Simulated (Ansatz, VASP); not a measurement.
## One calculation of CdGeAs2, two programs

```
CELL_PARAMETERS angstrom
-2.98887 2.98887 5.66430
2.98887 -2.98887 5.66430
2.98887 2.98887 -5.66430
ATOMIC_POSITIONS crystal
Cd 0.50000 0.50000 0.00000
Cd 0.25000 0.75000 0.50000
As 0.09622 0.12500 0.47122
As 0.37500 0.90378 0.02878
As 0.65378 0.62500 0.52878
As 0.87500 0.34622 0.97122
Ge 0.75000 0.25000 0.50000
Ge 0.00000 0.00000 0.00000
```

The cell is a database's computed one.

Alike in both runs: task single point; functional PBEsol; k mesh 6 × 6 × 6; occupations fermi-dirac, width 0.05 eV; no spin polarisation.

|  | VASP | Ansatz |
| --- | --- | --- |
| version | VASP 6.6.1 | Ansatz 0.2.0 |
| potentials or method | VASP PAW PBE potentials, release 64 (Cd, As, Ge_d) | Ansatz PAW |
| plane-wave cutoff (eV) | 520 | 420 |
| valence electrons in the cell | 72 | 128 |

Ansatz gave:

```
gap on the k mesh at the Fermi level (eV) : 0.19
least direct gap on the mesh (eV)         : 0.22
pressure (GPa)                            : -0.7
rms of the force components (eV/Å)        : 0.072
```

**Question.** What did VASP give for the same quantities?

**Answer.** gap on the k mesh at the Fermi level (eV): 0.19; least direct gap on the mesh (eV): 0.21; pressure (GPa): -0.5; rms of the force components (eV/Å): 0.069.

Atom by atom the forces differ by 0.003 eV/Å (rms over components). The two sets of potentials don't hold the same shells in valence.

Caveats: the PAW data sets were made with another functional, which shifts forces and pressure a little (VASP); the PAW data sets come from PBE, with cores solved anew for the run's functional, which leaves a small shift of forces and pressure (Ansatz). A k mesh can miss the band edges. A hybrid or GW would open this gap; PBEsol tends to underestimate it.
